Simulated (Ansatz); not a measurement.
# Relaxation of Ti₁₆C

Method: Ansatz, DFT PBE, scalar-relativistic, plane waves, PAW. (420 eV cutoff, 4×4×4 k-mesh, shifted by half a step, Gaussian smearing of 0.10 eV, no spin polarisation)

What was changed: C interstitial, charge +0, atoms relaxed.

In a supercell of 17 atoms the defect feels its periodic images, and the cell reads as a metal on the mesh, so a level in the gap can't be told from a carrier in the bands.

Spin polarisation was left out.

Command:

```bash
ansatz run input.yaml --threads 4 --pin off --max-ram 10240MiB --backend cpu --events-out ev --progress --plain --runs-dir out
```

Input:

```yaml
crystal:
  lattice:
    - [4.112035046, 4.112035046, -4.112035046]
    - [-4.112035046, -4.112035046, -4.112035046]
    - [-4.112035046, 4.112035046, 4.112035046]
  atoms:
    - { symbol: Ti, position: [0.25, 0.75, 0.0] }
    - { symbol: Ti, position: [0.5, 0.5, 0.0] }
    - { symbol: Ti, position: [0.75, 0.25, 0.0] }
    - { symbol: Ti, position: [0.75, 0.75, 0.5] }
    - { symbol: Ti, position: [0.0, 0.75, 0.25] }
    - { symbol: Ti, position: [0.25, 0.5, 0.25] }
    - { symbol: Ti, position: [0.5, 0.25, 0.25] }
    - { symbol: Ti, position: [0.75, 0.0, 0.25] }
    - { symbol: Ti, position: [0.0, 0.0, 0.0] }
    - { symbol: Ti, position: [0.5, 0.75, 0.75] }
    - { symbol: Ti, position: [0.75, 0.5, 0.75] }
    - { symbol: Ti, position: [0.0, 0.5, 0.5] }
    - { symbol: Ti, position: [0.25, 0.25, 0.5] }
    - { symbol: Ti, position: [0.5, 0.0, 0.5] }
    - { symbol: Ti, position: [0.0, 0.25, 0.75] }
    - { symbol: Ti, position: [0.25, 0.0, 0.75] }
    - { symbol: C, position: [-0.010726084, 0.7463802839, 0.0055836357] }
basis:
  ecutwfc: 420
  xc_grid: 2
kpoints:
  mp_grid: { grid: [4, 4, 4], shift: [0.5, 0.5, 0.5] }
hamiltonian:
  xc: pbe
scf:
  occupations: { method: gaussian, width: 0.1 }
output:
  forces: true
  stress: false
  eigenvalues: true
  write_density: true
  write_potential: true
  elf: true
  volumetric_format: npy
relax:
  adjacent_minimum: "off"
  f_tol: 0.02
  max_steps: 60
```

F is the free energy.

At step 13 the energy rises: a step can overshoot before the optimiser corrects it.

Steps:

```tsv
step	F − F(1) (eV)	largest force component (eV/Å)
1	0.0000	3.727
2	-1.2174	1.761
3	-1.5781	0.307
4	-1.5923	0.210
5	-1.6075	0.270
6	-1.6845	0.573
7	-1.7859	0.818
8	-2.0046	1.120
9	-2.3239	1.330
10	-2.6179	0.429
11	-2.8221	0.322
12	-2.8577	0.369
13	-2.6861	0.773
14	-2.9024	0.181
15	-2.9152	0.044
16	-2.9185	0.025
17	-2.9187	0.004
```

Relaxed structure:

```yaml
crystal:
  lattice:
    - [4.11204, 4.11204, -4.11204]
    - [-4.11204, -4.11204, -4.11204]
    - [-4.11204, 4.11204, 4.11204]
  atoms:
    - { symbol: Ti, position: [0.19899, 0.70971, 0.00021] }
    - { symbol: Ti, position: [0.54826, 0.55472, 0.00045] }
    - { symbol: Ti, position: [0.80439, 0.29884, 0.00046] }
    - { symbol: Ti, position: [0.74845, 0.76014, 0.50872] }
    - { symbol: Ti, position: [0.04271, 0.79306, 0.34460] }
    - { symbol: Ti, position: [0.27439, 0.48457, 0.24051] }
    - { symbol: Ti, position: [0.51973, 0.27015, 0.21401] }
    - { symbol: Ti, position: [0.73413, 0.02474, 0.24046] }
    - { symbol: Ti, position: [0.95932, 0.94947, 0.00022] }
    - { symbol: Ti, position: [0.49352, 0.78441, 0.76005] }
    - { symbol: Ti, position: [0.69815, 0.44857, 0.65651] }
    - { symbol: Ti, position: [0.00967, 0.49876, 0.50861] }
    - { symbol: Ti, position: [0.24017, 0.25267, 0.49191] }
    - { symbol: Ti, position: [0.50235, 0.99061, 0.49197] }
    - { symbol: Ti, position: [0.03409, 0.24401, 0.76013] }
    - { symbol: Ti, position: [0.30739, 0.05780, 0.78617] }
    - { symbol: C, position: [0.87358, 0.62415, 0.00061] }
```

The run converged. It took 12 min on 4 threads of Arm Neoverse V2, with other jobs on the host, peak memory 1.5 GiB.